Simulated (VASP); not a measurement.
Write the native input for VASP 6.6.1 that does the following.

```
Task                   : single point
Functional             : PBEsol
Potentials or basis    : VASP PAW PBE potentials, release 64 (Pb_d, Te)
Cutoff                 : 520 eV
k mesh                 : 9 × 9 × 9
Occupations            : gaussian, width 0.1 eV
Spin                   : no spin polarisation
Dipole correction      : no
Further INCAR settings : ALGO = Fast; EDIFF = 1e-06; NBANDS = 17
```

The structure of TePb lies in POSCAR:

```
TePb
1.0
    0.0000000000      3.2310000000      3.2310000000
    3.2310000000      0.0000000000      3.2310000000
    3.2310000000      3.2310000000      0.0000000000
Pb Te
1 1
Direct
    0.0000000000      0.0000000000      0.0000000000
    0.5015475085      0.5015475085      0.4984524915
```

One way to write it, as run:

INCAR

```
SYSTEM = TePb
ALGO     = Fast           ! electronic algorithm
EDIFF    = 1E-6           ! SCF threshold, eV
ENCUT    = 520            ! plane-wave cutoff, eV
GGA      = PS             ! functional
ISIF     = 2              ! what is computed and relaxed
ISMEAR   = 0              ! smearing method
LASPH    = .TRUE.         ! aspherical terms in the spheres
LCHARG   = .FALSE.        ! write CHGCAR
LREAL    = .FALSE.        ! projectors in reciprocal space
LWAVE    = .FALSE.        ! write WAVECAR
NBANDS   = 17             ! bands
NELM     = 100            ! most SCF steps
PREC     = Accurate       ! precision mode
SIGMA    = 0.1            ! smearing width, eV
```

KPOINTS

```
k-points
0
G
  9 9 9
  0 0 0
```

Potentials or basis: VASP PAW PBE potentials, release 64 (Pb_d, Te).

Run with:

```bash
$ cat potpaw_PBE.64/Pb_d/POTCAR potpaw_PBE.64/Te/POTCAR > POTCAR
$ mpirun -np 1 vasp_std > vasp.out
```

It gave:

```json
{"Pressure": "-0.4 GPa", "Largest force": "0.005 eV/Å", "Band gap on the k mesh": "0.85 eV, direct"}
```

Caveat: the PAW data sets were made with another functional, which shifts forces and pressure a little; spin-orbit coupling is left out, which as a rule narrows the gap of such compounds by several tenths of an eV; an odd mesh through Γ misses points on the zone boundary, where band edges often lie.

Run time: 78 s on 1 thread of Intel(R) Xeon(R) Platinum 8259CL CPU @ 2.50GHz (Skylake/Cascade Lake) (shared host), peak memory 0.26 GiB.
